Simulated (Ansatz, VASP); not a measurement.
One calculation of KMgF3, two programs

```
CELL_PARAMETERS angstrom
4.09433 0.00000 0.00000
0.00000 4.09433 0.00000
0.00000 0.00000 4.09433
ATOMIC_POSITIONS crystal
K 0.50000 0.50000 0.50000
Mg 0.00000 0.00000 0.00000
F 0.50000 0.00000 0.00000
F 0.00000 0.50000 0.00000
F 0.00000 0.00000 0.50000
```

Alike in both runs: task single point; functional PBE; k mesh 6 × 6 × 6; occupations gaussian, width 0.02 eV; no spin polarisation.

```csv
,VASP,Ansatz
version,VASP 6.6.1,Ansatz 0.2.0
potentials or method,"VASP PAW PBE potentials, release 64 (K_sv, Mg, F)","scalar-relativistic, plane waves, PAW"
plane-wave cutoff (eV),520,420
valence electrons in the cell,32,40
```

Ansatz gave:

| Property | Result |
| --- | --- |
| gap on the k mesh at the Fermi level (eV) | 6.75 |
| least direct gap on the mesh (eV) | 7.07 |
| pressure (GPa) | -1.8 |

Problem. What did VASP give for the same quantities?

Solution. gap on the k mesh at the Fermi level (eV): 6.72; least direct gap on the mesh (eV): 7.04; pressure (GPa): -2.2.

The two sets of potentials don't hold the same shells in valence.

A k mesh can miss the band edges. A hybrid or GW would open this gap; PBE tends to underestimate it.
